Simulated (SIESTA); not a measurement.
The system is WS2.

```xyz
3
Lattice="1.5790 0.9116 6.1633 -1.5790 0.9116 6.1633 0.0000 -1.8233 6.1633" Properties=species:S:1:pos:R:3 pbc="T T T"
W     0.0000    0.0000    0.0000
S     0.0000    0.0000   10.7427
S     0.0000    0.0000   13.8730
```

Measurements of this composition are mostly on another form, of space group No. 194.

```yaml
Program: SIESTA 5.4.2
Task: single point
Functional: PBE
Potentials_or_basis: PseudoDojo 0.4 standard (PBE files)
Basis: DZP (energy shift 0.002 Ry)
Grid_cutoff: 800 Ry
Energy_shift: 0.002 Ry
k_mesh: 10 × 10 × 10
Occupations: fermi-dirac, width 0.05 eV
Spin: no spin polarisation
```

On this cell: pressure 7.7 GPa; largest force 1.012 eV/Å; band gap on the k mesh 1.15 eV, indirect (least direct gap 2.30 eV).

The same run follows on a disturbed copy (atoms moved at random, drawn with an rms of 0.05 Å):

```
CELL_PARAMETERS angstrom
1.57900 0.91164 6.16333
-1.57900 0.91164 6.16333
0.00000 -1.82327 6.16333
ATOMIC_POSITIONS crystal
W 0.98702 0.01091 0.00837
S 0.58570 0.58146 0.57252
S 0.74750 0.73998 0.77082
```

**Question.** What does the disturbed cell give?

**Answer.** The energy moves by +13.6 meV/atom; pressure 4.5 GPa; largest force 1.767 eV/Å; band gap on the k mesh 1.05 eV, indirect (least direct gap 2.16 eV).

Forces on the atoms (eV/Å):
```
W    1.010 -0.017 -1.449
S   -0.401 -0.340  0.665
S   -0.609  0.357  0.785
```

Stress tensor (GPa, compression positive):
```
 5.60 -1.03 -0.85
-1.03  5.33  3.17
-0.85  3.17  2.64
```

Caveats: semicore shells carry a single zeta, which can move pressures by several GPa and volumes by a few percent; spin-orbit coupling is left out, which moves the levels of the heavy elements; the basis of atomic orbitals isn't converged, which shifts pressures, moduli and gaps; forces of over 1 eV/Å show positions far from the minimum, so gaps and moduli don't describe the material at rest (some runs).

A k mesh can miss the band edges.
